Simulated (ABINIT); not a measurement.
The system is ZrC.

```
CELL_PARAMETERS angstrom
0.00000 2.36500 2.36500
2.36500 0.00000 2.36500
2.36500 2.36500 0.00000
ATOMIC_POSITIONS crystal
Zr 0.50000 0.50000 0.50000
C 0.00000 0.00000 0.00000
```

| Item | Value |
| --- | --- |
| Program | ABINIT 10.8.3 (patched build) |
| Task | relaxation of cell and atoms |
| Functional | LDA |
| Potentials or basis | PseudoDojo NC SR LDA v0.4.1 standard |
| Cutoff | 1116 eV |
| k mesh | 8 × 8 × 8 |
| Occupations | fermi-dirac, width 0.05 eV |
| Spin | no spin polarisation |

At the start: pressure -12.2 GPa; volume 13.23 Å³/atom.

Task: How do energy, volume and symmetry change on relaxing?

Result: Over 5 steps the energy falls by 28.5 meV/atom and the volume is 12.52 Å³/atom (-5.4 %); space group Fm-3m (No. 225, to 0.05 Å).

Step by step:
| step | energy change (eV) | largest force (eV/Å) | pressure (GPa) | volume (Å³) |
| --- | --- | --- | --- | --- |
| 1 | 0.0000 | 0.0000 | -12.21 | 26.46 |
| 2 | -0.0509 | 0.0000 | -4.23 | 25.48 |
| 3 | -0.0569 | 0.0000 | 0.30 | 25.00 |
| 4 | -0.0569 | 0.0000 | -0.01 | 25.03 |
| 5 | -0.0569 | 0.0000 | 0.00 | 25.03 |

Final structure:
```
Zr C
1.0
     0.00000    2.32174    2.32174
     2.32174    0.00000    2.32174
     2.32174    2.32174    0.00000
Zr C
1 1
Cartesian
  2.3217 2.3217 2.3217
  0.0000 0.0000 0.0000
```
